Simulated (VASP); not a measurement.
The system is Os.

```
Os
1.0
    -1.51829    1.51829    1.51829
     1.51829   -1.51829    1.51829
     1.51829    1.51829   -1.51829
Os
1
Direct
  0.00000 0.00000 0.00000
```

This isn't the form of Os at room conditions, which is hcp.

| Quantity | Value |
| --- | --- |
| Program | VASP 6.6.1 |
| Task | relaxation of cell and atoms |
| Functional | r2SCAN |
| Dispersion | rVV10 |
| Potentials or basis | VASP PAW PBE potentials, release 64 (Os) |
| Cutoff | 600 eV |
| k mesh | 20 × 20 × 20 |
| Occupations | gaussian, width 0.1 eV |
| Spin | no spin polarisation |

At the start: pressure 14.0 GPa; volume 14.00 Å³/atom.

Question: Where does the relaxation end?

Answer: Over 4 steps the energy falls by 19.6 meV/atom and the volume is 14.47 Å³/atom (+3.3 %); space group Im-3m (No. 229, to 0.05 Å).

Step by step:
```tsv
step	energy change (eV)	largest force (eV/Å)	pressure (GPa)	volume (Å³)
1	0.0000	0.0000	14.02	14.00
2	0.2857	0.0000	-39.32	16.63
3	-0.0195	0.0000	-0.85	14.50
4	-0.0196	0.0000	-0.05	14.47
```

Final structure:
```cif
data_structure
_symmetry_space_group_name_H-M 'P 1'
_symmetry_Int_Tables_number 1
_cell_length_a 2.6587
_cell_length_b 2.6587
_cell_length_c 2.6587
_cell_angle_alpha 109.471
_cell_angle_beta 109.471
_cell_angle_gamma 109.471
_cell_volume 14.47
loop_
_atom_site_label
_atom_site_type_symbol
_atom_site_fract_x
_atom_site_fract_y
_atom_site_fract_z
_atom_site_occupancy
Os1 Os 0.00000 0.00000 0.00000 1
```

Caveat: the PAW data sets were made with another functional, which shifts forces and pressure a little.
